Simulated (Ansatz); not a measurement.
The cell is COD entry 1010990, as deposited and not checked against the literature; nothing was relaxed. The listed cell was then made from it by scaling, straining or moving an atom.

An input for LiF: DFT, PBE, all-electron LAPW, scalar-relativistic (Ansatz 0.2.0).

Command: `ansatz run input.yaml --threads 1 --pin off --max-ram 3072MiB --backend cpu --events-out ev --progress --plain --runs-dir out` The run took 6.2 s on 1 thread of Intel(R) Xeon(R) Platinum 8375C CPU @ 2.90GHz (Ice Lake), with other jobs on the host, peak memory 0.3 GiB.

```yaml
crystal:
  lattice:
    - [0.0, 2.05428, 2.014]
    - [2.05428, 0.0, 2.014]
    - [2.05428, 2.05428, 0.0]
  atoms:
    - { symbol: Li, position: [0.0, 0.0, 0.0] }
    - { symbol: F, position: [0.5, 0.5, 0.5] }
kpoints:
  mp_grid: { grid: [10, 10, 10] }
  band_path:
    path:
      - [0.0, 0.0, 0.0]
      - [0.0, 0.5, 0.5]
      - [0.25, 0.75, 0.5]
      - [0.0, 0.5, 0.0]
      - [0.0, 0.0, 0.0]
      - [0.5, 0.5, 0.0]
      - [0.38005, 0.61995, 0.0]
      - [-0.38005, 0.38005, 0.0]
      - [0.0, 0.0, 0.0]
    npoints: 5
scf:
  occupations: { method: fermi_dirac, width: 0.03 }
hamiltonian:
  xc: pbe
  pseudopotentials: { kind: all_electron, lapw: { basis_error: 0.001 } }
output:
  forces: true
  stress: true
  eigenvalues: true
```

Set-up and iterations as logged by Ansatz (the results part is left out, to be predicted):

```
LAPW: plane waves up to 8.682 Å⁻¹, error target 1.0e-3 eV per atom; small_component_spin mean_spin; Li in spheres of 0.889 Å, 3 of its electrons in bands, Dirac shells []; F in spheres of 1.125 Å, 7 of its electrons in bands, Dirac shells []
Engine: ansatz 0.2.0
Pseudopotentials: kind: all_electron
Pseudopotential: Li, LAPW, valence charge 3, Koelling and Harmon's equation, gaussian nucleus
Pseudopotential: F, LAPW, valence charge 7, Koelling and Harmon's equation, gaussian nucleus
Functional definition: PBE
  parameter kappa = 0.804
  parameter beta = 0.06672455060314922
  exchange = pbe_x(kappa = kappa, mu = beta*pi^2/3)
  correlation = pbe_c(beta = beta)
Crystal: 2 atoms, lattice volume = 16.998 Å³
Basis set: ecut = 287.18267025309433 eV, 173 PW (Γ), FFT grids on a1, a2, −a2+a3, exchange–correlation at level 2
Bands: 9, of which v1, the nominal top of the filled ones, is band 5 counted from 1 (4 counted from 0)
Symmetry: 16 space group operations
Space group: I4/mmm (ITA 139), of the structure as read, at distance tolerance 2.6e-5 Å
k-points: 102 of 1000
Non-local potential: Li, projectors of the file, none
Non-local potential: F, projectors of the file, none
Initial density: superposition of atomic densities (chi_scale 0.1, normalization cell, long waves kept (reshape's long-wave potential 0.00 eV rms))
Initial wavefunctions: plane waves of lowest kinetic energy (no species holds an atomic orbital)
Functional: x = pbe(κ = 0.804, μ = 0.2195149727645171), c = pbe(β = 0.06672455060314922)
iter 1 solved again at ethr=4.09e-3 eV; its pass at ethr=1.00e-1 eV (dr2=4.09e-1 eV) is discarded
SCF iter   1: F=—  HF=-2927.079653 eV  |F-HF|=—  |Δ(HF+E_count)|=         —  Δρ=5.09e-2  dr2=4.09e-1  ethr=4.09e-3  ⟨swp⟩=2.0  Hψ=6375  notcnv=0
iter 2 solved again at ethr=3.36e-5 eV; its pass at ethr=4.09e-3 eV (dr2=3.36e-3 eV) is discarded
SCF iter   2: F=—  HF=-2926.651946 eV  |F-HF|=—  |Δ(HF+E_count)|=   4.28e-1  Δρ=5.59e-3  dr2=3.38e-3  ethr=3.36e-5  ⟨swp⟩=2.4  Hψ=5029  notcnv=0
SCF iter   3: F=—  HF=-2926.583833 eV  |F-HF|=—  |Δ(HF+E_count)|=   6.81e-2  Δρ=1.00e-2  dr2=1.59e-2  ethr=3.36e-5  ⟨swp⟩=3.0  Hψ=3070  notcnv=0  defer=1
SCF iter   4: F=—  HF=-2926.589233 eV  |F-HF|=—  |Δ(HF+E_count)|=         —  Δρ=9.19e-4  dr2=1.22e-4  ethr=3.36e-5  ⟨swp⟩=3.0  Hψ=3147  notcnv=0
the basis was enlarged: its passes take 66.8 KiB over the memory plan, 1 of 1 planned eigensolver slots
SCF iter   5: F=—  HF=-2926.589495 eV  |F-HF|=—  |Δ(HF+E_count)|=   2.61e-4  Δρ=2.04e-4  dr2=6.39e-6  ethr=1.22e-6  ⟨swp⟩=2.9  Hψ=2864  notcnv=0
SCF iter   6: F=-2926.589521 eV  HF=-2926.589521 eV  |F-HF|=1.10e-8  |Δ(HF+E_count)|=   2.61e-5  Δρ=8.80e-6  dr2=1.11e-8  ethr=6.39e-8  ⟨swp⟩=2.8  Hψ=2458  notcnv=0
```

**Question.** What pressure will this run report?

**Answer.** -0.69 GPa (positive in compression).

**Question.** Is there a band gap?

**Answer.** 8.71 eV, direct at Γ.
